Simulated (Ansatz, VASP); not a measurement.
# HfO2: VASP beside Ansatz

Contents of INCAR:

```
SYSTEM = HfO2
PREC = Accurate ; ENCUT = 520
EDIFF = 1E-7 ; ISMEAR = -1
SIGMA = 0.05 ; LREAL = .FALSE.
LASPH = .TRUE. ; NELM = 60
ALGO = Normal ; ISIF = 2
LWAVE = .FALSE. ; LCHARG = .FALSE.
GGA = PE ; NBANDS = 18
```

Contents of KPOINTS:

```
Automatic mesh
0
G
  11 11 11
  0 0 0
```

File POSCAR:

```
HfO2
1.0
    0.0000000000      2.4967024664      2.4967024664
    2.4967024664      0.0000000000      2.4967024664
    2.4967024664      2.4967024664      0.0000000000
Hf O
1 2
Direct
    0.0000000000      0.0000000000      0.0000000000
    0.2500000000      0.2500000000      0.2500000000
    0.7500000000      0.7500000000      0.7500000000
```

Input for Ansatz:

```yaml
crystal:
  lattice:
    - [0.0, 2.4967024664, 2.4967024664]
    - [2.4967024664, 0.0, 2.4967024664]
    - [2.4967024664, 2.4967024664, 0.0]
  atoms:
    - { symbol: Hf, position: [0.0, 0.0, 0.0] }
    - { symbol: O, position: [0.25, 0.25, 0.25] }
    - { symbol: O, position: [0.75, 0.75, 0.75] }
kpoints:
  mp_grid: { grid: [11, 11, 11] }
scf:
  occupations: { method: fermi_dirac, width: 0.05 }
hamiltonian:
  xc: pbe
  pseudopotentials: { kind: paw }
output:
  forces: true
  stress: true
  eigenvalues: true
  populations: true
```

Change from the starting cell: volume scaled by 0.94, PAW files.

Alike in both runs: task single point; functional PBE; k mesh 11 × 11 × 11; occupations fermi-dirac, width 0.05 eV; no spin polarisation.

|  | VASP | Ansatz |
| --- | --- | --- |
| version | VASP 6.6.1 | Ansatz 0.2.0 |
| potentials or method | VASP PAW PBE potentials, release 64 (Hf_pv, O) | PAW with Ansatz's default frozen-core files, scalar-relativistic |
| plane-wave cutoff (eV) | 520 | 420 |
| valence electrons in the cell | 22 | 38 |

|  | VASP | Ansatz | Ansatz less VASP |
| --- | --- | --- | --- |
| gap on the k mesh at the Fermi level (eV) | 4.00 | 3.98 | -0.029 |
| pressure (GPa) | 13.1 | 17.3 | +4.21 |

With one functional, cell and mesh, what is left measures potentials, basis and numerics. The two sets of potentials don't hold the same shells in valence.

Caveats: spin-orbit coupling is left out, which moves the levels of the heavy elements; an odd mesh through Γ misses points on the zone boundary, where band edges often lie.
